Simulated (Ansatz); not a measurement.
Ligand exchange: C4H9Br + NaOH → C4H10O + NaBr

Species: C4H9Br (1-bromobutane) `CCCCBr`, singlet; NaOH `[OH][Na]`, singlet; C4H10O (1-butanol) `CCCCO`, singlet; NaBr, singlet. The partners trade Br for OH: C–Br and Na–OH bonds give way to C–OH and Na–Br.

Shapes, held fixed at every level: PBE0-D4/def2-TZVP. Flexible molecules stand in one conformer, not always the lowest. Programs: Ansatz 0.2.0. The zero-point and thermal change to 298 K, harmonic and unscaled (PBE0-D4/def2-TZVP), is +7.3 kJ/mol.

```json
{"level": "SPW92/def2-TZVPP", "kind": "LDA", "ΔH(298 K) (kJ/mol)": "-128.7", "less CCSD(T)/def2-TZVPP": "0.0"}
{"level": "BHLYP-D4/def2-TZVPP", "kind": "global hybrid", "ΔH(298 K) (kJ/mol)": "-145.8", "less CCSD(T)/def2-TZVPP": "-17.1"}
{"level": "PBE0-D4/def2-TZVPP", "kind": "global hybrid", "ΔH(298 K) (kJ/mol)": "-138.3", "less CCSD(T)/def2-TZVPP": "-9.6"}
{"level": "wB97M-V/def2-TZVPP", "kind": "range-separated hybrid", "ΔH(298 K) (kJ/mol)": "-135.0", "less CCSD(T)/def2-TZVPP": "-6.3"}
{"level": "wB97X-V/def2-TZVPP", "kind": "range-separated hybrid", "ΔH(298 K) (kJ/mol)": "-137.1", "less CCSD(T)/def2-TZVPP": "-8.4"}
{"level": "MP2/def2-TZVPP", "kind": "perturbation theory", "ΔH(298 K) (kJ/mol)": "-117.7", "less CCSD(T)/def2-TZVPP": "+11.0"}
{"level": "CCSD(T)/def2-SVP", "kind": "coupled cluster or CI", "ΔH(298 K) (kJ/mol)": "-156.6", "less CCSD(T)/def2-TZVPP": "-27.9"}
{"level": "CCSD(T)/def2-TZVPP", "kind": "coupled cluster or CI", "ΔH(298 K) (kJ/mol)": "-128.7", "less CCSD(T)/def2-TZVPP": "0.0"}
```

The highest level, CCSD(T)/def2-TZVPP, gives ΔH(298 K) = -128.7 kJ/mol; the levels span -156.6 to -117.7. The column of differences is taken from that level and isn't an error. No measured value is set beside it here. Relativity is left out for Br unless named. Correlated rows may include outer-core shells of Br, Na, which these sets cover unevenly.
